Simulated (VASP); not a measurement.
Write the native input for VASP 6.6.1 that does the following.

```
Task                   : relaxation of cell and atoms
Functional             : rev-vdW-DF2
Potentials or basis    : VASP PAW PBE potentials, release 64 (Mo_sv)
Cutoff                 : 600 eV
k mesh                 : 16 × 16 × 16
Occupations            : methfessel-paxton, width 0.1 eV
Spin                   : no spin polarisation
Further INCAR settings : ALGO = Normal; EDIFF = 1e-07; IBRION = 2; EDIFFG = -0.005; NSW = 90; ISIF = 3
```

The structure of Mo lies in POSCAR:

```
Mo                                      
1.0
   -1.5738040457      1.5738040457      1.5738040457
    1.5738040457     -1.5738040457      1.5738040457
    1.5738040457      1.5738040457     -1.5738040457
  Mo            
     1
Direct
     0.0000000000000000    0.0000000000000000    0.0000000000000000
```

The input as run:

INCAR

```
SYSTEM = Mo
PREC = Accurate
ENCUT = 600
EDIFF = 1E-7
ISMEAR = 1
SIGMA = 0.1
LREAL = .False.
LASPH = .True.
NELM = 80
ALGO = Normal
ISIF = 3
LWAVE = .False.
LCHARG = .False.
GGA = MK
LUSE_VDW = .True.
AGGAC = 0.0
PARAM1 = 0.1234
PARAM2 = 0.711357
ZAB_VDW = -1.8867
IBRION = 2
NSW = 90
EDIFFG = -0.005
```

KPOINTS

```
Automatic mesh
0
Gamma
  16 16 16
  0 0 0
```

Potentials or basis: VASP PAW PBE potentials, release 64 (Mo_sv).

Command:

```console
$ cat potpaw_PBE.64/Mo_sv/POTCAR > POTCAR
$ mpirun -np 1 vasp_std > vasp.out
```

It gave:

```
Pressure after relaxing : 0.0 GPa
Band gap on the k mesh  : none (metal or under the smearing width)
```

Caveat: the relaxation stopped at its first step, so nothing moved; the PAW data sets were made with another functional, which shifts forces and pressure a little.

Wall time 20 s on 1 thread of Intel(R) Xeon(R) Platinum 8488C (Sapphire Rapids) (shared host), peak memory 0.29 GiB.
